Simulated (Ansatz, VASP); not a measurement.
**Os in VASP and in Ansatz**

```xyz
1
Lattice="0.0000 1.9103 1.9103 1.9103 0.0000 1.9103 1.9103 1.9103 0.0000" Properties=species:S:1:pos:R:3 pbc="T T T"
Os    0.0000    0.0000    0.0000
```

Alike in both runs: task relaxation of cell and atoms; functional PBEsol; k mesh 18 × 18 × 18; occupations gaussian, width 0.1 eV; no spin polarisation.

|  | VASP | Ansatz |
| --- | --- | --- |
| version | VASP 6.6.1 | Ansatz 0.2.0 |
| potentials or method | VASP PAW PBE potentials, release 64 (Os) | scalar-relativistic, plane waves, PAW |
| plane-wave cutoff (eV) | 600 | 420 |
| valence electrons in the cell | 8 | 16 |

Ansatz gave:

| Property | Result |
| --- | --- |
| gap on the k mesh at the Fermi level, each at its own relaxed structure (eV) | none |
| relaxed volume (Å³/atom) | 13.94 |
| relaxed cell length with the largest relative difference (Å) | 2.702 |

Q: Which values does VASP return?

A: gap on the k mesh at the Fermi level, each at its own relaxed structure (eV): none; relaxed volume (Å³/atom): 13.96; relaxed cell length with the largest relative difference (Å): 2.703.

A gap of «none» marks a metal or a gap that the smearing closes. The two sets of potentials don't hold the same shells in valence.

Caveats: the PAW data sets were made with another functional, which shifts forces and pressure a little (VASP). Spin-orbit coupling is left out, which matters for the levels of Os.
